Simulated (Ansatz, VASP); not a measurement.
**Al in VASP and in Ansatz**

Contents of INCAR:

```
  PREC = Accurate
  ENCUT = 520
  EDIFF = 1E-6
  ISMEAR = 0
  SIGMA = 0.15
  LREAL = F
  LASPH = T
  NELM = 100
  ALGO = Normal
  ISIF = 2
  LWAVE = F
  LCHARG = F
  GGA = PE
  IVDW = 12
  NBANDS = 8
```

File KPOINTS:

```
Automatic mesh
0
Gamma
  26 26 26
```

Contents of POSCAR:

```
Al
1.0
    0.0000000000      1.8320538030      1.9117083162
    1.8320538030      0.0000000000      1.9117083162
    1.8320538030      1.8320538030      0.0000000000
Al
1
Direct
    0.0000000000      0.0000000000      0.0000000000
```

Input for Ansatz:

```yaml
crystal:
  lattice:
    - [0.0, 1.832053803, 1.9117083162]
    - [1.832053803, 0.0, 1.9117083162]
    - [1.832053803, 1.832053803, 0.0]
  atoms:
    - { symbol: Al, position: [0.0, 0.0, 0.0] }
basis:
  ecutwfc: 420
kpoints:
  mp_grid: { grid: [26, 26, 26] }
hamiltonian:
  xc: pbe
  dispersion: d3bj
scf:
  occupations: { method: gaussian, width: 0.15 }
output:
  forces: true
  stress: true
  eigenvalues: true
```

Change from the starting cell: strain -0.080 along x and y, -0.040 along z, atoms carried along.

Alike in both runs: task single point; functional PBE; dispersion D3(BJ); k mesh 26 × 26 × 26; occupations gaussian, width 0.15 eV; no spin polarisation.

```csv
,VASP,Ansatz
version,VASP 6.6.1,Ansatz 0.2.0
potentials or method,"VASP PAW PBE potentials, release 64 (Al)","scalar-relativistic, plane waves, PAW"
plane-wave cutoff (eV),520,420
valence electrons in the cell,3,3
```

```csv
,VASP,Ansatz,Ansatz less VASP
gap on the k mesh at the Fermi level (eV),none,none,-
pressure (GPa),28.6,28.7,+0.01
largest component of the traceless stress (GPa),4.71,4.70,-0.011
```

A gap of «none» marks a metal or a gap that the smearing closes.

Caveats: so large a pressure means that the cell lies far from this level's equilibrium, or that cutoff or potentials fall short (VASP); pairwise dispersion overbinds metals, which lowers pressure and volume.
